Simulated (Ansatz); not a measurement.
# Residual resistivity of an alloy: W(100) with 4 layers of random W-Mo, 2x2, part 2 of 2

Aim: the residual resistivity of a random alloy, from W(100) with 4 layers of random W-Mo, 2x2 and longer regions.

Ansatz 0.2.0; Ansatz plane-wave DFT, PBE, PAW files; ballistic transport by layer matching (Landauer), zero bias; PAW set soft_1.

So far. Step 3 (With 8 alloy layers): Over the solved energies the transmission per spin lies between 4.51 and 5.18, out of 5.11 channels of the lead on average (up to 5.66).

## (4) With 12 alloy layers

In 12 layers a share of 0.25 of the sites is given to Mo at random. A fresh draw is used; the growth of the resistance with length is what counts.

System of this step: W(100) with 12 layers of random W-Mo, 2x2. The cell holds 88 atoms: 76 W and 12 Mo. Cell: a = 6.330 Å, b = 6.330 Å, c = 34.813 Å, α = 90.0°, β = 90.0°, γ = 90.0°. It derives from W. Regions: lead, 40 atoms (40 W); scattering region, 48 atoms (36 W and 12 Mo). The structure is stacked along c, and the current runs across the ab planes.

File input.yaml:

```yaml
crystal:
  lattice:
    - [6.3296, 0.0, 0.0]
    - [0.0, 6.3296, 0.0]
    - [0.0, 0.0, 34.8128]
  atoms:
    - { symbol: W, position: [0.0, 0.0, 0.0227272727] }
    - { symbol: W, position: [0.0, 0.5, 0.0227272727] }
    - { symbol: W, position: [0.5, 0.0, 0.0227272727] }
    - { symbol: W, position: [0.5, 0.5, 0.0227272727] }
    - { symbol: W, position: [0.25, 0.25, 0.0681818182] }
    - { symbol: W, position: [0.25, 0.75, 0.0681818182] }
    - { symbol: W, position: [0.75, 0.25, 0.0681818182] }
    - { symbol: W, position: [0.75, 0.75, 0.0681818182] }
    - { symbol: W, position: [0.0, 0.0, 0.1136363636] }
    - { symbol: W, position: [0.0, 0.5, 0.1136363636] }
    - { symbol: W, position: [0.5, 0.0, 0.1136363636] }
    - { symbol: W, position: [0.5, 0.5, 0.1136363636] }
    - { symbol: W, position: [0.25, 0.25, 0.1590909091] }
    - { symbol: W, position: [0.25, 0.75, 0.1590909091] }
    - { symbol: W, position: [0.75, 0.25, 0.1590909091] }
    - { symbol: W, position: [0.75, 0.75, 0.1590909091] }
    - { symbol: W, position: [0.0, 0.0, 0.2045454545] }
    - { symbol: W, position: [0.0, 0.5, 0.2045454545] }
    - { symbol: W, position: [0.5, 0.0, 0.2045454545] }
    - { symbol: W, position: [0.5, 0.5, 0.2045454545] }
    - { symbol: W, position: [0.25, 0.25, 0.25] }
    - { symbol: W, position: [0.25, 0.75, 0.25] }
    - { symbol: W, position: [0.75, 0.25, 0.25] }
    - { symbol: W, position: [0.75, 0.75, 0.25] }
    - { symbol: W, position: [0.0, 0.0, 0.2954545455] }
    - { symbol: W, position: [0.0, 0.5, 0.2954545455] }
    - { symbol: Mo, position: [0.5, 0.0, 0.2954545455] }
    - { symbol: W, position: [0.5, 0.5, 0.2954545455] }
    - { symbol: Mo, position: [0.25, 0.25, 0.3409090909] }
    - { symbol: Mo, position: [0.25, 0.75, 0.3409090909] }
    - { symbol: W, position: [0.75, 0.25, 0.3409090909] }
    - { symbol: W, position: [0.75, 0.75, 0.3409090909] }
    - { symbol: W, position: [0.0, 0.0, 0.3863636364] }
    - { symbol: Mo, position: [0.0, 0.5, 0.3863636364] }
    - { symbol: W, position: [0.5, 0.0, 0.3863636364] }
    - { symbol: W, position: [0.5, 0.5, 0.3863636364] }
    - { symbol: Mo, position: [0.25, 0.25, 0.4318181818] }
    - { symbol: W, position: [0.25, 0.75, 0.4318181818] }
    - { symbol: Mo, position: [0.75, 0.25, 0.4318181818] }
    - { symbol: W, position: [0.75, 0.75, 0.4318181818] }
    - { symbol: W, position: [0.0, 0.0, 0.4772727273] }
    - { symbol: W, position: [0.0, 0.5, 0.4772727273] }
    - { symbol: Mo, position: [0.5, 0.0, 0.4772727273] }
    - { symbol: W, position: [0.5, 0.5, 0.4772727273] }
    - { symbol: W, position: [0.25, 0.25, 0.5227272727] }
    - { symbol: W, position: [0.25, 0.75, 0.5227272727] }
    - { symbol: W, position: [0.75, 0.25, 0.5227272727] }
    - { symbol: W, position: [0.75, 0.75, 0.5227272727] }
    - { symbol: W, position: [0.0, 0.0, 0.5681818182] }
    - { symbol: W, position: [0.0, 0.5, 0.5681818182] }
    - { symbol: W, position: [0.5, 0.0, 0.5681818182] }
    - { symbol: W, position: [0.5, 0.5, 0.5681818182] }
    - { symbol: Mo, position: [0.25, 0.25, 0.6136363636] }
    - { symbol: W, position: [0.25, 0.75, 0.6136363636] }
    - { symbol: Mo, position: [0.75, 0.25, 0.6136363636] }
    - { symbol: W, position: [0.75, 0.75, 0.6136363636] }
    - { symbol: W, position: [0.0, 0.0, 0.6590909091] }
    - { symbol: Mo, position: [0.0, 0.5, 0.6590909091] }
    - { symbol: W, position: [0.5, 0.0, 0.6590909091] }
    - { symbol: Mo, position: [0.5, 0.5, 0.6590909091] }
    - { symbol: W, position: [0.25, 0.25, 0.7045454545] }
    - { symbol: W, position: [0.25, 0.75, 0.7045454545] }
    - { symbol: W, position: [0.75, 0.25, 0.7045454545] }
    - { symbol: Mo, position: [0.75, 0.75, 0.7045454545] }
    - { symbol: W, position: [0.0, 0.0, 0.75] }
    - { symbol: W, position: [0.0, 0.5, 0.75] }
    - { symbol: W, position: [0.5, 0.0, 0.75] }
    - { symbol: W, position: [0.5, 0.5, 0.75] }
    - { symbol: W, position: [0.25, 0.25, 0.7954545455] }
    - { symbol: W, position: [0.25, 0.75, 0.7954545455] }
    - { symbol: W, position: [0.75, 0.25, 0.7954545455] }
    - { symbol: W, position: [0.75, 0.75, 0.7954545455] }
    - { symbol: W, position: [0.0, 0.0, 0.8409090909] }
    - { symbol: W, position: [0.0, 0.5, 0.8409090909] }
    - { symbol: W, position: [0.5, 0.0, 0.8409090909] }
    - { symbol: W, position: [0.5, 0.5, 0.8409090909] }
    - { symbol: W, position: [0.25, 0.25, 0.8863636364] }
    - { symbol: W, position: [0.25, 0.75, 0.8863636364] }
    - { symbol: W, position: [0.75, 0.25, 0.8863636364] }
    - { symbol: W, position: [0.75, 0.75, 0.8863636364] }
    - { symbol: W, position: [0.0, 0.0, 0.9318181818] }
    - { symbol: W, position: [0.0, 0.5, 0.9318181818] }
    - { symbol: W, position: [0.5, 0.0, 0.9318181818] }
    - { symbol: W, position: [0.5, 0.5, 0.9318181818] }
    - { symbol: W, position: [0.25, 0.25, 0.9772727273] }
    - { symbol: W, position: [0.25, 0.75, 0.9772727273] }
    - { symbol: W, position: [0.75, 0.25, 0.9772727273] }
    - { symbol: W, position: [0.75, 0.75, 0.9772727273] }
kpoints:
  mp_grid: { grid: [4, 4, 1] }
hamiltonian:
  xc: pbe
  pseudopotentials: { kind: paw, azcp: { folder: soft_1 } }
scf:
  occupations: { method: fermi_dirac, width: 0.1 }
output:
  transmission: { leads: [[0, 4]], kmesh: [8, 8], e_range: [-0.05, 0.05], de: 0.05 }
  write_potential: true
  write_density: true
  volumetric_format: npy
```

On the command line:

```bash
> ansatz run input.yaml --threads 4 --pin off --max-ram 15360MiB --backend cpu --events-out ev --progress --plain --runs-dir out
```

Numbers of over 12 decimals in the logs are rounded to 6 here.

The log of the run:

```text
[...]
Crystal: 88 atoms, lattice volume = 1394.734 Å³
Basis set: ecut = 420 eV, 27305 PW (Γ)
Bands: 740, of which v1, the nominal top of the filled ones, is band 616 counted from 1 (615 counted from 0)
Symmetry: 1 space group operations
[...]
k-points: 10 of 16 (time reversal used)
[...]
SCF iter   1: F=—  HF=-848825.341113 eV  |F-HF|=—  |Δ(HF+E_count)|=         —  Δρ=7.05e-2  dr2=7.68e1  ethr=3.10e-3  ⟨swp⟩=5.5  Hψ=26969  notcnv=0
[...]
SCF iter   9: F=-848803.001892 eV  HF=-848803.001892 eV  |F-HF|=9.32e-8  |Δ(HF+E_count)|=   6.09e-8  Δρ=7.57e-7  dr2=9.78e-8  ethr=8.12e-12  ⟨swp⟩=7.8  Hψ=16558  notcnv=0
SCF 1 converged in 9 iterations: F = -848803.001892 eV  dr2 = 9.78e-8
[...]
transmission: 190 of 1870 steps passed
transmission: 374 of 1870 steps passed
[...]
transmission: 1870 of 1870 steps passed
SCF converged after 9 iterations
Free energy (F): -848803.001892 eV
[...]
Internal energy: -848801.454602 eV  (E = F + TS)
E sigma→0 (E₀):  -848802.228247 eV
Entropy (-TS):   -1.547290 eV (-17.583 meV/atom)
Fermi energy:    22.197374 eV
[...]
--- Band table (eV; the first three rows and the last of 10) ---
  k-point 0: bands = [... 612 lower, 21.9804, 21.9872, 21.9938, 22.0035, 22.0096, 22.0176, 22.1873, 22.2154, ... 120 higher]
  k-point 1: bands = [... 612 lower, 22.1407, 22.1500, 22.1742, 22.1796, 22.2068, 22.2142, 22.2578, 22.2670, ... 120 higher]
  k-point 2: bands = [... 612 lower, 22.2369, 22.2430, 22.2528, 22.2746, 22.2820, 22.2952, 22.3046, 22.3151, ... 120 higher]
  k-point 9: bands = [... 612 lower, 21.4782, 21.4875, 21.5050, 21.5140, 22.3231, 22.3415, 22.3610, 22.3791, ... 120 higher]
--- Transmission ---
  basis      : 349 plane waves across, 55 finite elements along
  points     : 34, standing for a mesh of 8 x 8
[...]
channels       : 5.281250e0 a spin
[...]
slowest decay  : 0.0385 /Å at (0.5000, 0.5000)
  junction   : crystal 0 to crystal 0, 0.70 to 33.93 Å
    transmission   : 4.808673e0 a spin
[...]
```

The job ended after 22 min (4 threads of Intel Xeon Platinum 8488C (Sapphire Rapids), shared host; peak memory 8.4 GiB).

This step gave:

```
free energy                                    : -848803.0019 eV
energy at zero smearing                        : -848802.2282 eV
Fermi energy                                   : 22.20 eV
transmission per spin nearest the Fermi level  : 4.809
open channels per spin nearest the Fermi level : 5.281
step of the lead's potential                   : 0.7 meV
```

Per spin. Transmission, zone mean against energy, zero at the Fermi level:

```tsv
energy (eV)	transmission, zone mean
-0.0500	4.42
0.0000	4.81
0.0500	5.11
```

Over the solved energies the transmission per spin lies between 4.42 and 5.11, out of 5.20 channels of the lead on average (up to 5.66).

## (5) Resistance against length

This step: Ansatz plane-wave DFT, PBE, PAW files; ballistic transport by layer matching (Landauer), zero bias; residual resistivity from the slope of the area resistance, atoms on the host's lattice; PAW set soft_1 (Ansatz 0.2.0).

Numbers from this step:

- resistivity: 3.011 µΩ cm
- intercept: 0.02774 fΩ m²
- scatter about the fit: 0.003527 fΩ m²

Resistance, by row:

```tsv
run	length (Å)	T	channels N	RA (fΩ m²)
n4	6.33	5.254	5.531	0.04929
n8	12.66	4.824	5.115	0.06087
n12	18.99	4.778	5.198	0.08741
```

Table of area resistance by length of the alloy:

```tsv
length of the alloy (Å)	area resistance (fΩ m²)
6.33	0.0493
12.66	0.0609
18.99	0.0874
```

The area resistance goes from 0.049 to 0.087 fΩ m² between 6.3 and 19.0 Å, a slope of 3.0 µΩ cm.

By hand from the end points: (0.08741 − 0.04929) fΩ m² / (18.99 − 6.33) Å = 3.0 µΩ cm, since 1 fΩ m² per Å is 1000 µΩ cm.

## (6) Summary of results

* resistivity from the slope: 3.01 µΩ cm
* area resistance over 6.33 Å: 0.0493 fΩ m²
* area resistance over 12.7 Å: 0.0609 fΩ m²
* area resistance over 19.0 Å: 0.0874 fΩ m²

The slope gives 3.0 µΩ cm. The points scatter by 0.0035 fΩ m² about the line, with one random draw a length in a 2x2 cell, so the slope is a rough value. The lead's own channel count moves between the runs (5.53, 5.11 and 5.20), which shifts RA and the slope too. Read with a model of isotropic scattering on a spherical Fermi surface and the lead's 1.1×10¹⁵ S/m², this slope means a mean free path near 286 Å; over these lengths the model's slope is 1.23 times its bulk resistivity, which would be 2.5 µΩ cm. The atoms sit on the host's lattice, so scattering by size misfit is left out. Spin-orbit coupling is left out, which matters for W.

[Logs are printed without paths, hosts, clocks, repeated set-up lines and the standing remarks that a program may print on its own settings, such as how far it seeks lower states.]

[Hosts, paths, dates, database ids (printed as entryN), source tags and the programs' standing remarks are cut or masked in the printed files.]
